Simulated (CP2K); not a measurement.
## BN in CP2K: the effect of functional

BN:

```
N B
1.0
     2.49824    0.00000    0.00000
    -1.24912    2.16354    0.00000
     0.00000    0.00000    6.63570
N B
2 2
Direct
  0.66667 0.33333 0.25000
  0.33333 0.66667 0.75000
  0.66667 0.33333 0.75000
  0.33333 0.66667 0.25000
```

Alike in all runs:

* Program: CP2K 2026.2
* Task: band structure
* Potentials or basis: POTENTIAL_UZH N GTH-PBE-q5, B GTH-PBE-q3; TZVP-MOLOPT-PBE-GTH basis
* Density cutoff: 9184 eV
* k mesh: 12 × 12 × 4
* Occupations: fermi-dirac, width 0.05 eV
* Spin: no spin polarisation

One run gave: gap on the mesh 4.20 eV; pressure 4.9 GPa. Which functional did it use?
A. BEEF-vdW
B. PBE
C. LDA
D. AM05
E. BLYP

D.

| functional | gap on the mesh (eV) | pressure (GPa) |
| --- | --- | --- |
| PBE | 4.30 | 5.2 |
| LDA | 4.09 | 3.8 |
| BEEF-vdW | 4.50 | 1.4 |
| BLYP | 4.44 | 7.8 |
| AM05 | 4.20 | 4.9 |
| r2SCAN | 4.88 | 2.0 |

Caveats: the basis of atomic orbitals isn't converged, which shifts pressures, moduli and gaps; the potentials were made for another functional, which shifts forces and pressure (some runs); this functional lacks dispersion, which binds the layers, so the pressure and a relaxed spacing across them are unreliable (some runs).

A k mesh can miss the band edges.
